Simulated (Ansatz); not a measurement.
Molecular dynamics on a 2×2×3 supercell (24 atoms) of LiH (rocksalt), relaxed with r2SCAN. Forces come from PBE in the plane-wave code Ansatz: a Langevin thermostat at fixed volume, 1700 K, steps of 1 fs. Classical nuclei, no spin polarisation; a few dozen steps show the first response, not equilibrium.

```yaml
crystal:
  lattice:
    - [0.0, 4.0059896822, 4.0059896822]
    - [4.0059896822, 0.0, 4.0059896822]
    - [6.0089845233, 6.0089845233, 0.0]
  atoms:
    - { symbol: Li, position: [0.0, 0.0, 0.0] }
    - { symbol: H, position: [0.25, 0.25, 0.1666666667] }
    - { symbol: Li, position: [0.0, 0.0, 0.3333333333] }
    - { symbol: H, position: [0.25, 0.25, 0.5] }
    - { symbol: Li, position: [0.0, 0.0, 0.6666666667] }
    - { symbol: H, position: [0.25, 0.25, 0.8333333333] }
    - { symbol: Li, position: [0.0, 0.5, 0.0] }
    - { symbol: H, position: [0.25, 0.75, 0.1666666667] }
    - { symbol: Li, position: [0.0, 0.5, 0.3333333333] }
    - { symbol: H, position: [0.25, 0.75, 0.5] }
    - { symbol: Li, position: [0.0, 0.5, 0.6666666667] }
    - { symbol: H, position: [0.25, 0.75, 0.8333333333] }
    - { symbol: Li, position: [0.5, 0.0, 0.0] }
    - { symbol: H, position: [0.75, 0.25, 0.1666666667] }
    - { symbol: Li, position: [0.5, 0.0, 0.3333333333] }
    - { symbol: H, position: [0.75, 0.25, 0.5] }
    - { symbol: Li, position: [0.5, 0.0, 0.6666666667] }
    - { symbol: H, position: [0.75, 0.25, 0.8333333333] }
    - { symbol: Li, position: [0.5, 0.5, 0.0] }
    - { symbol: H, position: [0.75, 0.75, 0.1666666667] }
    - { symbol: Li, position: [0.5, 0.5, 0.3333333333] }
    - { symbol: H, position: [0.75, 0.75, 0.5] }
    - { symbol: Li, position: [0.5, 0.5, 0.6666666667] }
    - { symbol: H, position: [0.75, 0.75, 0.8333333333] }
kpoints:
  mp_grid: { grid: [4, 4, 2] }
hamiltonian:
  xc: pbe
scf:
  occupations: { method: fermi_dirac, width: 0.146 }
md:
  ensemble: nvt_langevin
  temperature: 1700
  timestep: 1.0
  n_steps: 30
  initial_velocities: maxwell_boltzmann
  seed: 5332
```

Command: `ansatz run input.yaml --threads 4 --pin off --max-ram 3686MiB --backend cpu --events-out ev --progress --plain --runs-dir out`. Wall time 110 s on 4 threads of Arm Neoverse N1 (shared host), load about 1.0 per core; peak host memory 0.63 GiB.

Q: How do temperature and energy develop?

A: The temperature starts at 1629 K, is lowest at step 24 (785 K, 24 fs) and ends at 962 K. The thermostat hasn't had time to restore it. The atoms start on their lattice sites with kinetic energy alone, so much of it first passes into potential energy. By the last step the atoms have moved 0.40 Å in the root mean square, the drift of the whole cell taken out, 0.62 Å at most.
```
step  t (fs)  T (K)  free energy F from step 0 (meV/atom)  kinetic energy (meV/atom)  largest force (eV/Å)
   0       0   1629                                   0.0                      210.6                  0.00
   1       1   1583                                   3.8                      204.6                  0.38
   2       2   1576                                  14.9                      203.7                  0.77
   3       3   1564                                  32.8                      202.2                  1.21
   4       4   1416                                  56.3                      183.0                  1.69
   5       5   1193                                  82.4                      154.3                  2.16
   6       6   1058                                 107.2                      136.8                  2.51
   7       7    908                                 126.4                      117.3                  2.59
   8       8    811                                 138.0                      104.8                  2.42
   9       9    794                                 141.8                      102.7                  2.09
  10      10    868                                 139.1                      112.2                  1.68
  11      11    889                                 133.2                      115.0                  1.51
  12      12    996                                 125.8                      128.7                  1.36
  13      13   1065                                 118.3                      137.7                  1.24
  14      14   1135                                 112.9                      146.8                  1.19
  15      15   1173                                 109.9                      151.7                  1.20
  16      16   1230                                 109.7                      159.0                  1.29
  17      17   1180                                 112.6                      152.5                  1.36
  18      18   1173                                 118.6                      151.6                  1.44
  19      19   1105                                 127.7                      142.8                  1.64
  20      20   1060                                 139.1                      137.0                  1.83
  21      21    995                                 152.7                      128.6                  1.98
  22      22    932                                 167.5                      120.5                  2.07
  23      23    822                                 180.5                      106.2                  2.09
  24      24    785                                 189.0                      101.4                  2.20
  25      25    796                                 191.4                      102.9                  2.26
  26      26    858                                 188.2                      110.9                  2.23
  27      27    915                                 181.7                      118.3                  2.12
  28      28    948                                 174.4                      122.5                  1.96
  29      29    929                                 168.2                      120.1                  1.79
  30      30    962                                 163.7                      124.3                  1.65
```

Positions (Å) and forces (eV/Å) at step 30:
```
Li  -0.161   0.413  -0.177     0.827  -1.058   0.726
H    2.201   1.946   2.239    -0.060   0.815  -0.189
Li   1.830   1.903  -0.329    -0.135   0.140   0.648
H    3.691   4.347   2.403     0.496  -0.647  -1.293
Li   4.178   4.151   0.054    -0.034   0.011  -0.374
H    6.252   6.013   2.114    -0.261   0.365   0.368
Li   2.266   0.298   2.280    -1.416  -0.622  -0.564
H    4.047   1.882   4.400    -0.096   1.029  -0.087
Li   3.899   2.324   1.544     0.421  -0.683   0.521
H    5.471   3.859   4.139     1.057   0.143  -0.432
Li   5.868   4.260   2.076     0.095  -0.045  -0.232
H    8.217   6.176   4.240    -0.849  -0.158  -0.311
Li  -0.062   2.111   2.532     0.302  -0.447  -1.034
H    1.977   3.876   4.106    -0.225   0.823  -0.182
Li   2.035   3.819   1.859    -0.835   0.131   0.579
H    4.118   6.290   3.589    -0.431  -0.055   0.971
Li   3.585   6.078   1.821     0.863   0.193   0.871
H    5.911   8.354   4.293     0.191  -0.332  -0.067
Li   2.041   2.192   4.400    -0.074  -0.173  -0.224
H    3.888   3.997   6.053     0.625   0.175   0.044
Li   3.698   4.006   4.110     0.615  -0.291   0.129
H    5.897   5.839   5.896    -0.420   0.386  -0.209
Li   6.196   5.556   3.861    -0.590   0.948   0.200
H    7.952   8.459   6.251    -0.065  -0.649   0.137
```
